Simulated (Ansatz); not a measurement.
# Band structure of MnSb

```
Mn Sb
1.0
     0.00000    2.78582    2.78582
     2.78582    0.00000    2.78582
     2.78582    2.78582    0.00000
Mn Sb
1 1
Direct
  0.00000 0.00000 0.00000
  0.50000 0.50000 0.50000
```

Atoms are numbered in the order listed.

The structure comes from a relaxation in the same program, started in the rocksalt type, and has space group Fm-3m. Whether it is a known phase or the ground state wasn't checked.

Other magnetic orders may lie lower; this is the state that the run reached.

Spin–orbit coupling is left out, though it moves levels of the heavy atoms by tenths of an eV or more.

Theory: DFT, PBE, all-electron LAPW, scalar-relativistic in Ansatz 0.2.0.

Numerical set-up: a Γ-centred 11×11×11 k mesh, Fermi–Dirac smearing of 0.03 eV, basis error target 1 meV/atom, spin-polarised from start moments Mn1 4 μB, ending with a cell moment of 3.79 μB.

Points in fractions of the reciprocal vectors of this cell: Γ (0, 0, 0), X (0.5, 0, 0.5), U (0.625, 0.25, 0.625), K (0.375, 0.375, 0.75), L (0.5, 0.5, 0.5), W (0.5, 0.25, 0.75). The path joins them by straight lines in the order Γ–X–U–K–Γ–L–W–X; legs that retrace an earlier one aren't tabulated. Energies are in eV from the Fermi level.

Problem. List the spin-up levels at W between -20 and 4.5 eV.

Solution. -8.92, -4.20 (×2), -3.98, -2.60, -2.18 (×2), -1.83, -1.80.

Problem. List the spin-up levels at X between -20 and 4.5 eV.

Solution. -9.14, -4.76, -3.50, -2.63, -2.60 (×2), -1.74, -1.57 (×2), 0.91.

Problem. List the spin-up levels at Γ between -20 and 4.5 eV.

Solution. -11.63, -3.09 (×3), -2.82 (×2), 1.27 (×3).

Problem. What is the band gap?

Solution. none: bands cross the Fermi level, a metal.
